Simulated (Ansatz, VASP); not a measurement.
**W in VASP and in Ansatz**

```xyz
1
Lattice="-1.5823 1.5823 1.5823 1.5823 -1.5823 1.5823 1.5823 1.5823 -1.5823" Properties=species:S:1:pos:R:3 pbc="T T T"
W     0.0000    0.0000    0.0000
```

Alike in both runs: task relaxation of cell and atoms; functional PBEsol; dispersion D4; k mesh 12 × 12 × 12; occupations fermi-dirac, width 0.05 eV; no spin polarisation.

|  | VASP | Ansatz |
| --- | --- | --- |
| version | VASP 6.6.1 | Ansatz 0.2.0 |
| potentials or method | VASP PAW PBE potentials, release 64 (W_sv) | Ansatz PAW |
| plane-wave cutoff (eV) | 600 | 420 |
| valence electrons in the cell | 14 | 14 |

VASP gave:

```
gap on the k mesh at the Fermi level, each at its own relaxed structure (eV) : none
relaxed volume (Å³/atom)                                                     : 15.54
relaxed cell length with the largest relative difference (Å)                 : 2.723
energy change over the relaxation (meV/atom)                                 : -6
```

Which values does Ansatz return?

gap on the k mesh at the Fermi level, each at its own relaxed structure (eV): none; relaxed volume (Å³/atom): 15.50; relaxed cell length with the largest relative difference (Å): 2.721; energy change over the relaxation (meV/atom): -8.

A gap of «none» marks a metal or a gap that the smearing closes.

Caveats: pairwise dispersion overbinds metals, which lowers pressure and volume; the PAW data sets were made with another functional, which shifts forces and pressure a little (VASP); the plane-wave basis is chosen anew once the cell has moved, so the energies of steps on either side of that aren't comparable (Ansatz); the PAW data sets come from PBE, with cores solved anew for the run's functional, which leaves a small shift of forces and pressure (Ansatz). Spin-orbit coupling is left out, which matters for the levels of W.
